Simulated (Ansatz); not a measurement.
# BP (CsCl type): testing the settings of optics runs

Which of these optics inputs for BP (CsCl type) end well? Each is run as it stands.

Program: Ansatz 0.2.0. Level of theory: plane waves, PAW; the settings change from run to run, as each input shows. These are calculated values, not measurements.

1 further run of the same task is left out (it didn't finish). Runs told in other sessions of the task aren't counted.

**1. The structure to begin with**

Symmetry: Pm-3m, No. 221, cubic system. The conventional cell has a = 2.708 Å, b = 2.708 Å, c = 2.708 Å, α = 90.00°, β = 90.00°, γ = 90.00°. Around B (site symmetry m-3m) lie 8 P at 2.35 Å. Around P (site symmetry m-3m) lie 8 B at 2.35 Å.

As a file:

```
B P
1.0
     2.70805    0.00000    0.00000
     0.00000    2.70805    0.00000
     0.00000    0.00000    2.70805
B P
1 1
Cartesian
  0.0000 0.0000 0.0000
  1.3540 1.3540 1.3540
```

Cell and atoms come from an earlier r2SCAN relaxation.

For scale, an earlier run with the standard settings (PBE, 8×8×8, gaussian width 0.1 eV, scissors 0 eV) gave tallest peak of ε₂: 401.1 at 0.30 eV.

**2. Input 1**

Contents of input.yaml:

```yaml
crystal:
  lattice:
    - [2.7080526412, 0.0, 0.0]
    - [0.0, 2.7080526412, 0.0]
    - [0.0, 0.0, 2.7080526412]
  atoms:
    - { symbol: B, position: [0.0, 0.0, 0.0] }
    - { symbol: P, position: [0.5, 0.5, 0.5] }
kpoints:
  mp_grid: { grid: [4, 4, 4] }
hamiltonian:
  xc: r2scan
scf:
  occupations: { method: fermi_dirac, width: 0.02 }
output:
  optics:
    e_range: [2, 6]
    de: 0.05
    sigma: 0.03
    scissors: 0
    scheme: fermi_dirac
    drude_damping: 0.1
    bands: { spectra_wanted_up_to: 6 }
  write_density: true
  write_potential: true
  elf: true
  volumetric_format: npy
```

Launch:

```bash
$ ansatz run input.yaml --threads 4 --pin off --max-ram 3686MiB --backend cpu --events-out ev --progress --plain --runs-dir out
```

The log of the run:

```text
Warning: RAYON_NUM_THREADS=4 ignored (pool sized by the plan → 4); use --threads N
Engine: ansatz 0.2.0, aarch64-unknown-linux-gnu
Pseudopotentials: kind: paw
Pseudopotential: B, paw, valence charge 3, recommended cutoff 500 eV (meta_gga), B.paw.azcp
Pseudopotential: P, paw, valence charge 5, recommended cutoff 500 eV (meta_gga), P.paw.azcp
Functional definition: r2SCAN
  parameter k0 = 0.174
  parameter k1 = 0.065
  parameter a1 = 4.9479
  exchange = r2scan_x(k0 = k0, k1 = k1, a1 = a1)
  correlation = r2scan_c
Crystal: 2 atoms, lattice volume = 19.860 Å³
Basis set: ecut = 500 eV, 485 PW (Γ), exchange–correlation on 80×80×80 points (64 copies of the dense FFT grid, shifted against one another)
Bands: 8, of which v1, the nominal top of the filled ones, is band 4 counted from 1 (3 counted from 0)
Symmetry: 48 space group operations
Space group: Pm-3m (ITA 221), of the structure as read, at distance tolerance 2.7e-5 Å
k-points: 10 of 64
Non-local potential: B, projectors of the file, l = 0: 2, l = 1: 2, l = 2: 1
Non-local potential: P, projectors of the file, l = 0: 2, l = 1: 2, l = 2: 2
PAW form: soft (Blöchl's): semilocal exchange-correlation on the pseudo side does not see the compensation charge
PAW frozen core: B, regenerated for the run's functional (the file was generated under x = pbe(κ = 0.804, μ = 0.2195149727645171), c = pbe(β = 0.06672455060314922))
PAW frozen core: P, regenerated for the run's functional (the file was generated under x = pbe(κ = 0.804, μ = 0.2195149727645171), c = pbe(β = 0.06672455060314922))
PAW one-centre angular grid: B, 302 points (default); XC on 160 Gauss nodes
PAW one-centre angular grid: P, 302 points (default); XC on 160 Gauss nodes
Initial density: superposition of atomic densities (neutral atoms: chi_scale 0, normalization atom), corrected by the library's trained network
Initial wavefunctions: pseudopotential atomic-orbital guess
Functional: x = r2scan, c = r2scan; τ floored in thin density (d = 2e-4 eV/Å³)
SCF iter   1: F=—  HF=-912.720149 eV  |F-HF|=—  |Δ(HF+E_count)|=         —  Δρ=7.24e-3  dr2=1.11e-2  dr2_τ=3.47e-2  ethr=1.77e-3  ⟨swp⟩=6.2  Hψ=1506  notcnv=0  defer=1
automatic band count: the SCF goes on with 12 bands, as 8 were too few: the levels above may hold too much charge
preconditioner: auto → none  [insulator: Δε(μ)=0.818 eV  Ē_g=17.775 eV  σ=0.020 eV  W_gap=0.83  n_scr=6 (ndim 8)  ℏωp=23.6 eV  f_vac=0.000  D(μ)=2.60/eV (n_scr^D=32)  ε∞_Penn≈2.8]
SCF iter   2: F=—  HF=-912.739808 eV  |F-HF|=—  |Δ(HF+E_count)|=   1.97e-2  Δρ=3.21e-3  dr2=1.38e-3  dr2_τ=5.62e-5  ethr=1.39e-4  ⟨swp⟩=2.7  Hψ=293  notcnv=0  defer=23
SCF iter   3: F=—  HF=-912.739758 eV  |F-HF|=—  |Δ(HF+E_count)|=   4.91e-5  Δρ=8.88e-4  dr2=1.03e-4  dr2_τ=5.16e-6  ethr=1.72e-5  ⟨swp⟩=2.4  Hψ=150  notcnv=0  defer=23
SCF iter   4: F=—  HF=-912.739786 eV  |F-HF|=—  |Δ(HF+E_count)|=   2.74e-5  Δρ=8.48e-5  dr2=5.11e-7  dr2_τ=5.18e-8  ethr=1.29e-6  ⟨swp⟩=2.0  Hψ=138  notcnv=0  defer=23
SCF iter   5: F=—  HF=-912.739792 eV  |F-HF|=—  |Δ(HF+E_count)|=   6.35e-6  Δρ=1.83e-5  dr2=2.97e-8  dr2_τ=3.00e-9  ethr=6.39e-9  ⟨swp⟩=2.0  Hψ=140  notcnv=0  defer=23
SCF iter   6: F=—  HF=-912.739792 eV  |F-HF|=—  |Δ(HF+E_count)|=   1.32e-7  Δρ=4.37e-6  dr2=1.73e-9  dr2_τ=1.53e-10  ethr=3.71e-10  ⟨swp⟩=2.1  Hψ=134  notcnv=0  defer=23
SCF iter   7: F=—  HF=-912.739792 eV  |F-HF|=—  |Δ(HF+E_count)|=   1.14e-8  Δρ=6.70e-7  dr2=4.74e-11  dr2_τ=2.64e-12  ethr=2.16e-11  ⟨swp⟩=2.0  Hψ=140  notcnv=0  defer=23
SCF iter   8: F=-912.739792 eV  HF=-912.739792 eV  |F-HF|=3.18e-12  |Δ(HF+E_count)|=  5.68e-11  Δρ=9.68e-8  dr2=6.80e-13  dr2_τ=6.09e-14  ethr=1.00e-12  ⟨swp⟩=6.2  Hψ=449  notcnv=0
SCF 1 converged in 8 iterations: F = -912.739792 eV  dr2 = 6.80e-13
NSCF: frozen V_eff on 10 k-points
Optics k sum: 0 of 10 k-points
[...]
output.optics: what the bands over the 12 summed would add to eps1, eps2 and the energy-loss function is held between a lower and an upper bound (4 Lanczos steps). eps1, eps2 and their loss function (loss_summed_bands) are given on every row as the summed bands alone make them. Along an axis, on a row where the two bounds hold the loss function to about 1 % of the greater of itself and 0.5 % of |1/eps|, its cell (loss_completed) is given, with the completed eps1 and eps2 that it is formed of (a cell that is left empty reads nan in the table and null in the record). The two bounds hold it so along every axis on all 81 rows up to 6.000 eV. The run works to bound the rows up to 6.000 eV and no higher ones: a peak of the loss function over that energy may be left empty with no warning. To have the run work for it, set output.optics.bands.spectra_wanted_up_to to a higher energy. perfect_screening_sum, loss_f_sum_n_eff and, beside carriers, perfect_screening_limit are those of loss_summed_bands: over the bounded function the two sums would run over rows that are not all bounded, and lack what the bands left out lay past the top of the energy grid. Bounded is said of the bands left out alone, which are those that the basis at basis.ecutwfc holds: it says nothing of that cutoff, of the k-point mesh, of what the sum inside its cells errs by (eps2_relative_error), of the factors of all_electron_strengths, nor of how far the SCF is converged. The bands left out are taken at the k-points, and what their mean over the points' cells stands off that by is in neither bound: the run's estimate of it, which the test of a row counts in, is 0.04 % of |eps| at the most among the values given; where the mean stood off by over 0.5 % the points' spread read 0.1 to 3 times that
SCF converged after 8 iterations
Free energy (F): -912.739792 eV
Harris-Foulkes:  -912.739792 eV  (|F-HF|=3.18e-12)
Internal energy: -912.736413 eV  (E = F + TS)
E sigma→0 (E₀):  -912.738103 eV
Entropy (-TS):   -0.003379 eV (-1.690 meV/atom)
Fermi energy:    12.393209 eV
--- Per-component energies (eV) ---
  E_band       = 42.718080
  E_kinetic    = 114.027570
  E_local      = -9.224615  (includes V_loc(G=0)·N_el)
  E_nonlocal   = 45.362088
  E_hartree    = 1.997997
  E_xc         = -89.090769
  E_vxc        = -106.801663  (∫ρ·V_xc dr)
  E_paw        = -655.259829  (= ΣΔE_a)
  E_vpaw       = -10.194401  (= ΣTr[D̂ρ^β])
  E_aug_tail   = -0.000000  (compensation charges beyond the density's cutoff)
  E_vtau       = 5.553107  (kinetic-family band-sum trace: ∫τ·v_τ [+ j·A + Jᵃ·Aᵃ] dr)
  E_ewald      = -320.439571
  E_core_change = -0.109284  (= ΣΔE_core)
  E_smearing   = -0.003379  (= −TS)
  E_closure    = -0.000000  (closes the sum)
  Σ components = -912.739792   (vs F -912.739792, Δ=0.00e0)
--- Band table (eV; the first three rows and the last of 10) ---
  k-point 0: bands = ["-5.9455", "11.2649", "11.2649", "11.2649", "14.9875", "16.9107", "16.9107", "24.3224", "24.3224", "24.3224", "30.9178", "30.9178"]
  k-point 1: bands = ["-4.7383", "5.1567", "12.4254", "12.4254", "16.2265", "18.0604", "20.8666", "20.8666", "21.9445", "24.6406", "29.9881", "31.5515"]
  k-point 2: bands = ["-1.9625", "0.1007", "15.6290", "15.6290", "16.0075", "16.0075", "18.1735", "19.1742", "20.0980", "25.3518", "32.0500", "32.6442"]
  k-point 9: bands = ["6.6062", "8.2896", "8.2896", "8.2896", "9.1539", "9.1539", "9.1539", "10.7789", "34.6039", "34.6039", "34.6039", "38.0050"]
```

Wall time 3.5 s (4 threads of Arm Neoverse V2, shared host); peak memory 0.46 GiB.

optics.tsv begins:

```
# eps2_relative_error = 0.0257
# drude_weight_relative_error = 0.0500
# drude_damping_ev = 1e-1
# drude_plasma_energy_squared_ev2(xx yy zz xy xz yz) = 332.018697 332.018697 332.018697 0.000000 0.000000 0.000000
# drude_plasma_energy_ev(xx yy zz) = 18.221380 18.221380 18.221380
# f_sum_n_eff(xx yy zz) = 7.138727 7.138727 7.138727 of n_electrons = 8.000000
# n_bands = 12
# valid_up_to_ev = 16.142709
```

The dielectric function from optics.tsv (isotropic), one row in 2 (narrow peaks fall between the rows):

```tsv
E (eV)	ε₂ xx	ε₁ xx
2.00	9.60	-93.40
2.10	8.69	-84.19
2.20	7.79	-76.59
2.30	6.84	-69.94
2.40	5.89	-64.01
2.50	5.14	-58.53
2.60	4.71	-53.73
2.70	4.25	-49.58
2.80	3.77	-45.77
2.90	3.36	-42.27
3.00	3.05	-39.06
3.10	2.81	-36.17
3.20	2.56	-33.50
3.30	2.35	-31.00
3.40	2.18	-28.66
3.50	2.02	-26.42
3.60	1.86	-24.19
3.70	1.81	-21.80
3.80	2.25	-19.16
3.90	3.66	-16.69
4.00	5.90	-15.69
4.10	6.69	-15.57
4.20	7.60	-14.83
4.30	9.13	-14.37
4.40	11.56	-16.02
4.50	9.61	-19.38
4.60	7.11	-18.57
4.70	6.24	-17.83
4.80	5.32	-17.21
4.90	4.48	-16.25
5.00	4.14	-15.27
5.10	3.90	-14.54
5.20	3.61	-13.89
5.30	3.24	-13.22
5.40	2.82	-12.33
5.50	2.65	-11.14
5.60	3.12	-9.50
5.70	5.25	-9.50
5.80	4.98	-10.40
5.90	4.97	-10.33
6.00	4.74	-10.78
```

Tallest peaks of ε₂: 11.6 at 4.40 eV, 5.3 at 5.75 eV, 5.0 at 5.95 eV. The bands are partly filled, so the low end hangs on the mesh and the damping.

**3. Input 2**

Contents of input.yaml:

```yaml
crystal:
  lattice:
    - [2.7080526412, 0.0, 0.0]
    - [0.0, 2.7080526412, 0.0]
    - [0.0, 0.0, 2.7080526412]
  atoms:
    - { symbol: B, position: [0.0, 0.0, 0.0] }
    - { symbol: P, position: [0.5, 0.5, 0.5] }
kpoints:
  mp_grid: { grid: [6, 6, 6] }
hamiltonian:
  xc: lda
scf:
  occupations: { method: fermi_dirac, width: 0.02 }
output:
  optics:
    e_range: [2, 20]
    de: 0.2
    sigma: 0.03
    scissors: 0
    scheme: gaussian
    drude_damping: 0.1
    bands: scf
```

Launch:

```bash
$ ansatz run input.yaml --threads 4 --pin off --max-ram 3686MiB --backend cpu --events-out ev --progress --plain --runs-dir out
```

The log of the run:

```text
Warning: RAYON_NUM_THREADS=4 ignored (pool sized by the plan → 4); use --threads N
Engine: ansatz 0.2.0, aarch64-unknown-linux-gnu
Pseudopotentials: kind: paw
Pseudopotential: B, paw, valence charge 3, recommended cutoff 420 eV (normal), B.paw.azcp
Pseudopotential: P, paw, valence charge 5, recommended cutoff 420 eV (normal), P.paw.azcp
Functional definition: SPW92
  exchange = slater_x
  correlation = pw_c
Crystal: 2 atoms, lattice volume = 19.860 Å³
Basis set: ecut = 420 eV, 389 PW (Γ)
Bands: 8, of which v1, the nominal top of the filled ones, is band 4 counted from 1 (3 counted from 0)
Symmetry: 48 space group operations
Space group: Pm-3m (ITA 221), of the structure as read, at distance tolerance 2.7e-5 Å
k-points: 20 of 216
Non-local potential: B, projectors of the file, l = 0: 2, l = 1: 2, l = 2: 1
Non-local potential: P, projectors of the file, l = 0: 2, l = 1: 2, l = 2: 2
PAW form: soft (Blöchl's): semilocal exchange-correlation on the pseudo side does not see the compensation charge
PAW frozen core: B, regenerated for the run's functional, and the local potential with it (the file was generated under x = pbe(κ = 0.804, μ = 0.2195149727645171), c = pbe(β = 0.06672455060314922))
PAW frozen core: P, regenerated for the run's functional, and the local potential with it (the file was generated under x = pbe(κ = 0.804, μ = 0.2195149727645171), c = pbe(β = 0.06672455060314922))
PAW one-centre angular grid: B, 110 points (default); XC on 64 Gauss nodes
PAW one-centre angular grid: P, 110 points (default); XC on 64 Gauss nodes
Initial density: superposition of atomic densities (neutral atoms: chi_scale 0, normalization atom), corrected by the library's trained network
Initial wavefunctions: pseudopotential atomic-orbital guess
Functional: x = slater, c = lda
SCF iter   1: F=—  HF=-872.982969 eV  |F-HF|=—  |Δ(HF+E_count)|=         —  Δρ=1.08e-2  dr2=3.24e-2  ethr=1.77e-3  ⟨swp⟩=6.0  Hψ=2911  notcnv=0  defer=1
automatic band count: the SCF goes on with 12 bands, as 8 were too few: the levels above may hold too much charge
preconditioner: auto → none  [insulator: Δε(μ)=0.066 eV  Ē_g=16.504 eV  σ=0.020 eV  W_gap=0.53  n_scr=6 (ndim 8)  ℏωp=23.6 eV  f_vac=0.000  D(μ)=1.84/eV (n_scr^D=26)  ε∞_Penn≈3.0]
SCF iter   2: F=—  HF=-872.974580 eV  |F-HF|=—  |Δ(HF+E_count)|=   8.39e-3  Δρ=3.32e-3  dr2=2.58e-3  ethr=4.05e-4  ⟨swp⟩=1.4  Hψ=415  notcnv=0  defer=39
SCF iter   3: F=—  HF=-872.973861 eV  |F-HF|=—  |Δ(HF+E_count)|=   7.19e-4  Δρ=4.98e-4  dr2=2.19e-5  ethr=3.22e-5  ⟨swp⟩=2.7  Hψ=327  notcnv=0  defer=51
SCF iter   4: F=—  HF=-872.973862 eV  |F-HF|=—  |Δ(HF+E_count)|=   8.03e-7  Δρ=5.59e-5  dr2=7.09e-7  ethr=2.74e-7  ⟨swp⟩=2.0  Hψ=237  notcnv=0  defer=51
SCF iter   5: F=—  HF=-872.973860 eV  |F-HF|=—  |Δ(HF+E_count)|=   1.20e-6  Δρ=1.43e-5  dr2=4.26e-8  ethr=8.86e-9  ⟨swp⟩=1.5  Hψ=210  notcnv=0  defer=51
SCF iter   6: F=—  HF=-872.973860 eV  |F-HF|=—  |Δ(HF+E_count)|=   6.46e-9  Δρ=6.99e-7  dr2=1.04e-10  ethr=5.33e-10  ⟨swp⟩=1.1  Hψ=196  notcnv=0  defer=51
SCF iter   7: F=-872.973860 eV  HF=-872.973860 eV  |F-HF|=6.82e-13  |Δ(HF+E_count)|=  1.75e-11  Δρ=3.67e-8  dr2=9.77e-14  ethr=1.00e-12  ⟨swp⟩=6.5  Hψ=904  notcnv=0
SCF 1 converged in 7 iterations: F = -872.973860 eV  dr2 = 9.77e-14
Optics k sum: 0 of 20 k-points
[...]
SCF converged after 7 iterations
Free energy (F): -872.973860 eV
Harris-Foulkes:  -872.973860 eV  (|F-HF|=6.82e-13)
Internal energy: -872.970650 eV  (E = F + TS)
E sigma→0 (E₀):  -872.972255 eV
Entropy (-TS):   -0.003211 eV (-1.605 meV/atom)
Fermi energy:    12.274123 eV
--- Per-component energies (eV) ---
  E_band       = 44.843327
  E_kinetic    = 116.444561
  E_local      = -14.215839  (includes V_loc(G=0)·N_el)
  E_nonlocal   = 48.236496
  E_hartree    = 2.371313
  E_xc         = -93.465364
  E_vxc        = -99.420336  (∫ρ·V_xc dr)
  E_paw        = -612.065431  (= ΣΔE_a)
  E_vpaw       = -10.944181  (= ΣTr[D̂ρ^β])
  E_aug_tail   = 0.000001  (compensation charges beyond the density's cutoff)
  E_ewald      = -320.439571
  E_core_change = 0.163186  (= ΣΔE_core)
  E_smearing   = -0.003211  (= −TS)
  E_closure    = -0.000000  (closes the sum)
  Σ components = -872.973860   (vs F -872.973860, Δ=0.00e0)
--- Band table (eV; the first three rows and the last of 20) ---
  k-point 0: bands = ["-4.9843", "11.0680", "11.0680", "11.0680", "14.4839", "16.5646", "16.5646", "22.9505", "22.9505", "22.9505", "29.7724", "29.7724"]
  k-point 1: bands = ["-4.4808", "7.6204", "11.5493", "11.5493", "15.1952", "17.0565", "20.1684", "21.4231", "21.4231", "22.2376", "29.8747", "29.8747"]
  k-point 2: bands = ["-3.0084", "3.3982", "12.9720", "12.9720", "16.1839", "18.3314", "18.3314", "18.4102", "19.9249", "26.7038", "26.7530", "30.5160"]
  k-point 19: bands = ["6.6131", "8.4346", "8.4346", "8.4346", "9.0428", "9.0428", "9.0428", "10.7402", "32.5954", "32.5954", "32.5954", "36.3136"]
```

Run time: 2.8 s. Hardware: 4 threads of Arm Neoverse V2, shared host; peak memory 0.55 GiB.

From the head of optics.tsv:

```
# eps2_relative_error = 0.0202
# drude_weight_relative_error = 0.0500
# drude_damping_ev = 1e-1
# drude_plasma_energy_squared_ev2(xx yy zz xy xz yz) = 299.565581 299.565581 299.565581 0.000000 0.000000 0.000000
# drude_plasma_energy_ev(xx yy zz) = 17.307963 17.307963 17.307963
# f_sum_n_eff(xx yy zz) = 6.700377 6.700377 6.700377 of n_electrons = 8.000000
# n_bands = 12
# valid_up_to_ev = 15.442786
```

The dielectric function from optics.tsv (isotropic), one row in 5 (narrow peaks fall between the rows), cut at 15.4 eV, above which the bands summed leave lines out:

```tsv
E (eV)	ε₂ xx	ε₁ xx
2.00	9.31	-86.56
3.00	3.03	-35.40
4.00	9.88	-16.17
5.00	3.12	-14.07
6.00	4.27	-10.04
7.00	2.25	-8.04
8.00	1.55	-5.92
9.00	1.04	-4.60
10.00	0.75	-3.59
11.00	0.54	-2.80
12.00	0.41	-2.19
13.00	0.31	-1.71
14.00	0.26	-1.31
15.00	0.25	-0.97
```

Tallest peaks of ε₂ in the range shown: 9.9 at 4.00 eV, 5.4 at 5.60 eV. The bands are partly filled, so the low end hangs on the mesh and the damping.

**4. Input 3**

Edit input.yaml of step 3 so:

```diff
@@ -16,8 +16,8 @@
   optics:
-    e_range: [2, 20]
-    de: 0.2
-    sigma: 0.03
+    e_range: [2, 10]
+    de: 0.05
+    sigma: 0.4
     scissors: 0
-    scheme: gaussian
-    drude_damping: 0.1
+    scheme: fermi_dirac
+    drude_damping: 0.2
     bands: scf
```

Launch:

```bash
$ ansatz run input.yaml --threads 4 --pin off --max-ram 3686MiB --backend cpu --events-out ev --progress --plain --runs-dir out
```

The log of the run (excerpt; [...] marks lines left out):

```text
Warning: RAYON_NUM_THREADS=4 ignored (pool sized by the plan → 4); use --threads N
[...]
Pseudopotentials: kind: paw
Pseudopotential: B, paw, valence charge 3, recommended cutoff 420 eV (normal), B.paw.azcp
Pseudopotential: P, paw, valence charge 5, recommended cutoff 420 eV (normal), P.paw.azcp
Functional definition: SPW92
[...]
Crystal: 2 atoms, lattice volume = 19.860 Å³
Basis set: ecut = 420 eV, 389 PW (Γ)
Bands: 8, of which v1, the nominal top of the filled ones, is band 4 counted from 1 (3 counted from 0)
Symmetry: 48 space group operations
Space group: Pm-3m (ITA 221), of the structure as read, at distance tolerance 2.7e-5 Å
k-points: 20 of 216
[...]
SCF iter   1: F=—  HF=-872.982969 eV  |F-HF|=—  |Δ(HF+E_count)|=         —  Δρ=1.08e-2  dr2=3.24e-2  ethr=1.77e-3  ⟨swp⟩=6.0  Hψ=2911  notcnv=0  defer=1
[...]
SCF iter   7: F=-872.973860 eV  HF=-872.973860 eV  |F-HF|=6.82e-13  |Δ(HF+E_count)|=  1.75e-11  Δρ=3.67e-8  dr2=9.77e-14  ethr=1.00e-12  ⟨swp⟩=6.5  Hψ=904  notcnv=0
[...]
SCF converged after 7 iterations
Free energy (F): -872.973860 eV
[...]
E sigma→0 (E₀):  -872.972255 eV
Entropy (-TS):   -0.003211 eV (-1.605 meV/atom)
Fermi energy:    12.274123 eV
[...]
--- Band table (eV; the first three rows and the last of 20) ---
  k-point 0: bands = ["-4.9843", "11.0680", "11.0680", "11.0680", "14.4839", "16.5646", "16.5646", "22.9505", "22.9505", "22.9505", "29.7724", "29.7724"]
[...]
```

It took 1.9 s on 4 threads of Arm Neoverse V2, shared host; peak memory 0.35 GiB.

From the head of optics.tsv:

```
# eps2_relative_error = 0.0055
# drude_weight_relative_error = 0.0500
# drude_damping_ev = 2e-1
# drude_plasma_energy_squared_ev2(xx yy zz xy xz yz) = 299.571443 299.571443 299.571443 -0.000000 0.000000 0.000000
# drude_plasma_energy_ev(xx yy zz) = 17.308132 17.308132 17.308132
# f_sum_n_eff(xx yy zz) = 6.700878 6.700878 6.700878 of n_electrons = 8.000000
# n_bands = 12
# valid_up_to_ev = 11.532780
```

The dielectric function from optics.tsv (isotropic), one row in 11:

```csv
E (eV),ε₂ xx,ε₁ xx
2.00,21.88,-86.02
2.55,10.19,-52.72
3.10,6.39,-33.70
3.65,6.21,-22.98
4.20,6.38,-17.92
4.75,5.27,-14.87
5.30,4.32,-12.07
5.85,3.95,-10.17
6.40,3.36,-9.00
6.95,2.62,-7.91
7.50,2.02,-6.83
8.05,1.62,-5.89
8.60,1.32,-5.11
9.15,1.08,-4.45
9.70,0.89,-3.88
```

Tallest peaks of ε₂: 6.5 at 4.00 eV. At the low end of the range, 2.00 eV, ε₂ stands higher still (21.9). The bands are partly filled, so the low end hangs on the mesh and the damping.

**5. Summary**

| input | settings | ended | result | time |
| --- | --- | --- | --- | --- |
| 1 | r2SCAN, 4×4×4, fermi-dirac width 0.03 eV, scissors 0 eV | converged | tallest peak of ε₂: 11.6 at 4.40 eV (the range starts at 2.0 eV, above the onset) (peaks narrower than the grid or mesh resolves) | 3.5 s |
| 2 | LDA, 6×6×6, gaussian width 0.03 eV, scissors 0 eV | converged | tallest peak of ε₂: 9.9 at 4.00 eV (complete to 15.4 eV) (the range starts at 2.0 eV, above the onset) (peaks narrower than the grid or mesh resolves) | 2.8 s |
| 3 | LDA, 6×6×6, fermi-dirac width 0.4 eV, scissors 0 eV | converged | tallest peak of ε₂: 6.5 at 4.00 eV, under the rise at the low end (21.9 at 2.00 eV) (the range starts at 2.0 eV, above the onset) | 1.9 s |

**Reading.** 3 converged. These numbers test the settings; they aren't properties of the solid.
